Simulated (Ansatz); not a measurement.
Crystal: SnSe.

```
Sn Se
1.0
     0.00000    3.01000    3.01000
     3.01000    0.00000    3.01000
     3.01000    3.01000    0.00000
Sn Se
1 1
Direct
  0.00000 0.00000 0.00000
  0.50000 0.50000 0.50000
```

Measurements of this composition are mostly on another form, of space group No. 62.

```yaml
Program: Ansatz 0.2.0
Task: relaxation of cell and atoms
Functional: revPBE
Dispersion: D4
Potentials_or_basis: Ansatz PAW
Cutoff: "420 eV (not typed: the program's choice for these potentials)"
k_mesh: 8 × 8 × 8
Occupations: fermi-dirac, width 0.05 eV
Spin: no spin polarisation
```

At the start: volume 27.27 Å³/atom.

Task: How do energy, volume and symmetry change on relaxing?

Result: It ends after 5 steps and the volume is 26.40 Å³/atom (-3.2 %); space group Fm-3m (No. 225, to 0.05 Å).

Step by step:
| step | energy change (eV) | largest force (eV/Å) | volume (Å³) |
| --- | --- | --- | --- |
| 1 | 0.0000 | 0.0000 | 54.54 |
| 2 | -0.0083 | 0.0000 | 52.37 |
| 3 | -0.0088 | 0.0000 | 52.86 |
| 4 | -0.0088 | 0.0000 | 52.79 |
| 5 | -0.0086 | 0.0000 | 52.79 |

Final structure:
```xyz
2
Lattice="0.0000 2.9775 2.9775 2.9775 0.0000 2.9775 2.9775 2.9775 0.0000" Properties=species:S:1:pos:R:3 pbc="T T T"
Sn    0.0000    0.0000    0.0000
Se    2.9775    2.9775    2.9775
```

Caveat: the plane-wave basis is chosen anew once the cell has moved, so the energies of steps on either side of that aren't comparable; the PAW data sets come from PBE, with cores solved anew for the run's functional, which leaves a small shift of forces and pressure.
